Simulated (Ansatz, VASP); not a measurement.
## Two plane-wave programs on AlNi

```xyz
2
Lattice="2.0213 -2.0213 0.0000 2.0213 2.0213 0.0000 0.0000 0.0000 2.8694" Properties=species:S:1:pos:R:3 pbc="T T T"
Al    0.0000    0.0000    0.0000
Ni    2.0213    0.0000    1.4347
```

Alike in both runs: functional PBEsol; k mesh 16 × 16 × 14; occupations gaussian, width 0.1 eV; no spin polarisation.

Ansatz relaxed the structure, and its values are those at the end. VASP's run is a single point on that final structure, the one shown.

|  | VASP | Ansatz |
| --- | --- | --- |
| version | VASP 6.6.1 | Ansatz 0.2.0 |
| potentials or method | VASP PAW PBE potentials, release 64 (Al, Ni) | scalar-relativistic, plane waves, PAW |
| plane-wave cutoff (eV) | 520 | 420 |
| valence electrons in the cell | 13 | 21 |

```csv
,VASP,Ansatz,Ansatz less VASP
gap on the k mesh at the Fermi level (eV),none,none,-
pressure (GPa),0.1,0.0,-0.13
```

A gap of «none» marks a metal or a gap that the smearing closes. With one functional, cell and mesh, what is left measures potentials, basis and numerics. The two sets of potentials don't hold the same shells in valence.

Caveats: the PAW data sets were made with another functional, which shifts forces and pressure a little (VASP). Spin polarisation is off, so any magnetic state and its effect on volume and gap are missing.
